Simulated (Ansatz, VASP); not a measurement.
## One calculation of CoO, two programs

```
Co O
1.0
     1.51544    0.87494    2.45609
    -1.51544    0.87494    2.45609
     0.00000   -1.74988    2.45609
Co O
1 1
Cartesian
  0.0000 0.0000 0.0000
  0.0000 0.0000 3.6841
```

Change from the starting cell: volume scaled by 1.02.

Alike in both runs: task single point; functional LDA; k mesh 11 × 11 × 11; occupations fermi-dirac, width 0.05 eV; collinear spin.

```csv
,VASP,Ansatz
version,VASP 6.6.1,Ansatz 0.2.0
potentials or method,"VASP PAW LDA potentials, release 64 (Co, O), cutoff 520 eV","all-electron LAPW, scalar-relativistic"
```

Ansatz gave:

| Quantity | Value |
| --- | --- |
| gap on the k mesh at the Fermi level (eV) | none |
| pressure (GPa) | -20.4 |
| largest component of the traceless stress (GPa) | 0.09 |
| net moment per atom (μB) | 1.45 |
| size of the moment on the site where the two differ most (μB) | 2.53 |

Q: Which values does VASP return?

A: gap on the k mesh at the Fermi level (eV): none; pressure (GPa): -21.7; largest component of the traceless stress (GPa): 0.06; net moment per atom (μB): 1.40; size of the moment on the site where the two differ most (μB): 2.43.

Site moments also hang on the region over which each program counts them. A gap of «none» marks a metal or a gap that the smearing closes. Ansatz ran all-electron here, so the differences hold the error of VASP's frozen core and of both bases.

Caveats: a cell with one magnetic atom can't hold antiferromagnetic order, which such compounds often take; semilocal functionals often make such compounds metallic where correlation or magnetic order opens a gap, which also shifts bond lengths; so large a pressure means that the cell lies far from this level's equilibrium, or that cutoff or potentials fall short (VASP).
